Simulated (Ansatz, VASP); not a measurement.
**HfO2: VASP beside Ansatz**

```xyz
3
Lattice="0.0000 2.7621 2.5575 2.7621 0.0000 2.5575 2.7621 2.7621 0.0000" Properties=species:S:1:pos:R:3 pbc="T T T"
Hf    0.0000    0.0000    0.0000
O     1.3811    1.3811    1.2788
O     4.1432    4.1432    3.8363
```

Change from the starting cell: strain +0.080 along x and y, +0.000 along z, atoms carried along.

Alike in both runs: task single point; functional PBE; k mesh 8 × 8 × 8; occupations gaussian, width 0.05 eV; no spin polarisation.

```csv
,VASP,Ansatz
version,VASP 6.6.1,Ansatz 0.2.0
potentials or method,"VASP PAW PBE potentials, release 64 (Hf_pv, O)","scalar-relativistic, plane waves, PAW"
plane-wave cutoff (eV),520,420
valence electrons in the cell,22,38
```

```tsv
	VASP	Ansatz	Ansatz less VASP
gap on the k mesh at the Fermi level (eV)	2.56	2.61	+0.041
least direct gap on the mesh (eV)	2.70	2.72	+0.028
pressure (GPa)	-30.4	-28.3	+2.19
largest component of the traceless stress (GPa)	18.64	18.45	-0.189
```

With one functional, cell and mesh, what is left measures potentials, basis and numerics. The two sets of potentials don't hold the same shells in valence.

Caveats: the cell as given lies far from equilibrium; so large a pressure means that the cell lies far from this level's equilibrium, or that cutoff or potentials fall short (VASP); spin-orbit coupling is left out, which moves the levels of the heavy elements. A k mesh can miss the band edges.
